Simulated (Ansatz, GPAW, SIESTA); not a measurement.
One calculation of CsPbBr3, 4 ways

```
Pb Cs Br
1.0
     5.87000    0.00000    0.00000
     0.00000    5.87000    0.00000
     0.00000    0.00000    5.87000
Pb Cs Br
1 1 3
Direct
  0.50000 0.50000 0.50000
  0.00000 0.00000 0.00000
  0.50000 0.50000 0.00000
  0.50000 0.00000 0.50000
  0.00000 0.50000 0.50000
```

Measurements of this composition are mostly on another form, of space group No. 62.

Alike in all runs: task band structure; functional PBE; k mesh 5 × 5 × 5; occupations fermi-dirac, width 0.05 eV; no spin polarisation; no spin-orbit coupling. Pressure is positive in compression and, in plane waves, holds the error of the finite cutoff, which Ansatz's Pulay term estimates and takes out. Gaps are the smaller of the mesh's and the band path's.

| program and potentials | plane-wave cutoff (eV) | notes | band gap (eV) | pressure (GPa) |
| --- | --- | --- | --- | --- |
| Ansatz, Ansatz PAW | 420 | - | 1.53 | 1.40 |
| Ansatz, all-electron LAPW, scalar-relativistic | - | - | 1.53 | 1.41 |
| SIESTA, files PseudoDojo sr-pbe-0.4.1-standard, DZP (energy shift 0.003 Ry; two zetas on semicore shells; d shell added on Cs) | - | atomic basis | 1.52 | 1.70 |
| GPAW, GPAW PAW data sets (gpaw-data 1.2.1) | 600 | - | 1.48 | 1.36 |

The band gap spans 1.48 (GPAW, GPAW PAW data sets (gpaw-data 1.2.1)) to 1.53 eV (Ansatz, all-electron LAPW, scalar-relativistic), with all-electron results at 1.53. The pressure spans 1.36 (GPAW, GPAW PAW data sets (gpaw-data 1.2.1)) to 1.70 GPa (SIESTA, files PseudoDojo sr-pbe-0.4.1-standard, DZP (energy shift 0.003 Ry; two zetas on semicore shells; d shell added on Cs)), with all-electron results at 1.41. Spin-orbit coupling, left out here, moves the band edges of heavy atoms. The paths' points differ, which is worth about 0.01 eV. Rows in atomic bases carry the error of their basis and grid, which can be large.

Differences between rows come from potentials, basis sets and numerical settings, since the functional is the same but for its coding. Runs on potential files found faulty are left out.
